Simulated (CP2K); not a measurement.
Runs of CP2K 2026.2 on Ge. It takes space group I4/mmm (No. 139, tetragonal). Conventional cell: a = 3.217 Å, b = 3.217 Å, c = 3.746 Å, α = 90.00°, β = 90.00°, γ = 90.00°. Ge (site symmetry 4/mmm) is surrounded by 12 Ge at 2.95 to 3.22 Å. The cell was built by a generator and needn't be a form met in nature.

| task | level | potentials or basis | cell | k mesh | smearing | EPS_DEFAULT | NGRIDS | EXTRAPOLATION | basis sets | potentials | gap on the mesh (eV) | pressure (GPa) |
| --- | --- | --- | --- | --- | --- | --- | --- | --- | --- | --- | --- | --- |
| relaxation of cell and atoms | PBE | POTENTIAL_UZH Ge GTH-PBE-q4; TZVP-MOLOPT-PBE-GTH basis | relaxed | 9 × 9 × 9 | fermi-dirac 0.05 eV | 1.0E-10 | 4 | USE_PREV_P | Ge TZVP-MOLOPT-PBE-GTH-q4 | Ge GTH-PBE-q4 of POTENTIAL_UZH | none | -0.1 |
| band structure | LDA | GTH_POTENTIALS Ge GTH-PADE-q4; TZVP-MOLOPT-PBE-GTH basis | as given | 12 × 12 × 12 | fermi-dirac 0.0259 eV | 1.0E-10 | 5 | - | Ge TZVP-MOLOPT-PBE-GTH-q4 | Ge GTH-PADE-q4 of GTH_POTENTIALS | none | -4.1 |
| band structure | PBEsol | POTENTIAL_UZH Ge GTH-PBE-q4; TZVP-MOLOPT-PBE-GTH basis | as given | 12 × 12 × 12 | fermi-dirac 0.05 eV | 1.0E-9 | 4 | - | Ge TZVP-MOLOPT-PBE-GTH-q4 | Ge GTH-PBE-q4 of POTENTIAL_UZH | none | (a) |
| relaxation of cell and atoms | LDA | GTH_POTENTIALS Ge GTH-PADE-q4; TZVP-MOLOPT-PBE-GTH basis | relaxed | 9 × 9 × 9 | fermi-dirac 0.05 eV | 1.0E-9 | 4 | USE_PREV_P | Ge TZVP-MOLOPT-PBE-GTH-q4 | Ge GTH-PADE-q4 of GTH_POTENTIALS | none | -0.3 |
| relaxation of cell and atoms | rev-vdW-DF2 | POTENTIAL_UZH Ge GTH-PBE-q4; TZVP-MOLOPT-PBE-GTH basis | relaxed | 9 × 9 × 9 | fermi-dirac 0.05 eV | 1.0E-10 | 4 | USE_PREV_P | Ge TZVP-MOLOPT-PBE-GTH-q4 | Ge GTH-PBE-q4 of POTENTIAL_UZH | none | -0.1 |
| band structure | r2SCAN | POTENTIAL_UZH Ge GTH-SCAN-q4; TZVP-MOLOPT-SCAN-GTH basis | as given | 12 × 12 × 12 | fermi-dirac 0.1 eV | 1.0E-10 | 5 | - | Ge TZVP-MOLOPT-SCAN-GTH-q4 | Ge GTH-SCAN-q4 of POTENTIAL_UZH | none | -3.7 |
| relaxation of cell and atoms | LDA | POTENTIAL_UZH Ge GTH-PBE-q4; TZVP-MOLOPT-PBE-GTH basis | relaxed | 9 × 9 × 9 | fermi-dirac 0.05 eV | 1.0E-10 | 4 | USE_PREV_P | Ge TZVP-MOLOPT-PBE-GTH-q4 | Ge GTH-PBE-q4 of POTENTIAL_UZH | none | -0.1 |
| single point | PBE | POTENTIAL_UZH Ge GTH-PBE-q4; TZVP-MOLOPT-PBE-GTH basis | as given | 12 × 12 × 12 | fermi-dirac 0.05 eV | 1.0E-10 | 5 | - | Ge TZVP-MOLOPT-PBE-GTH-q4 | Ge GTH-PBE-q4 of POTENTIAL_UZH | none | 1.5 |
| relaxation of cell and atoms | PBEsol | POTENTIAL_UZH Ge GTH-PBE-q4; TZVP-MOLOPT-PBE-GTH basis | relaxed | 9 × 9 × 9 | fermi-dirac 0.05 eV | 1.0E-10 | 4 | USE_PREV_P | Ge TZVP-MOLOPT-PBE-GTH-q4 | Ge GTH-PBE-q4 of POTENTIAL_UZH | none | -0.1 |
| relaxation of cell and atoms | PBEsol | POTENTIAL_UZH Ge GTH-PBE-q4; TZVP-MOLOPT-PBE-GTH basis | relaxed | 9 × 9 × 9 | fermi-dirac 0.0259 eV | 1.0E-10 | 4 | USE_PREV_P | Ge TZVP-MOLOPT-PBE-GTH-q4 | Ge GTH-PBE-q4 of POTENTIAL_UZH | none | -0.4 |

Alike in all rows: no spin polarisation.

Task: Fill in the values left out.

Result: (a) 0.1.

Caveats: the basis of atomic orbitals isn't converged, which shifts pressures, moduli and gaps; more than 0.5 GPa of stress was left at the end, so the final cell isn't listed (some runs); the potentials were made for another functional, which shifts forces and pressure (some runs).

A k mesh can miss the band edges, and the runs leave out spin-orbit coupling on Ge.

A gap of «none» marks a metal or a gap under the smearing width.

Not every run made on this cell is shown here.
